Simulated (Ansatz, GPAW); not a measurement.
# One calculation of Hf, 3 ways

```
Hf
1.0
     0.00000    2.22000    2.22000
     2.22000    0.00000    2.22000
     2.22000    2.22000    0.00000
Hf
1
Direct
  0.00000 0.00000 0.00000
```

This isn't the form of Hf at room conditions, which is hcp.

Alike in all runs: task band structure; functional LDA; k mesh 10 × 10 × 10; occupations fermi-dirac, width 0.05 eV; no spin polarisation; no spin-orbit coupling. LDA stands for any of its common fits. Pressure is positive in compression and, in plane waves, holds the error of the finite cutoff, which Ansatz's Pulay term estimates and takes out.

```
                                                    program and potentials  plane-wave cutoff (eV)                                                                                                                            notes  pressure (GPa)
                                                        Ansatz, Ansatz PAW                     420  potentials made for PBE, which Ansatz adapts in part; 26 valence electrons an atom on average; Pulay term of +0.03 GPa included           -5.74
                            Ansatz, all-electron LAPW, scalar-relativistic                       -                                                                                                                                -           -5.70
GPAW, the program's PAW data sets (release 1.2.1) made for this functional                     600                                                                                          12 valence electrons an atom on average           -5.39
```

The pressure spans -5.74 (Ansatz, Ansatz PAW) to -5.39 GPa (GPAW, the program's PAW data sets (release 1.2.1) made for this functional), with all-electron results at -5.70.

The functional is the same throughout but for its coding, so the spread measures potentials, basis and numerics; runs on potential files found faulty are left out.
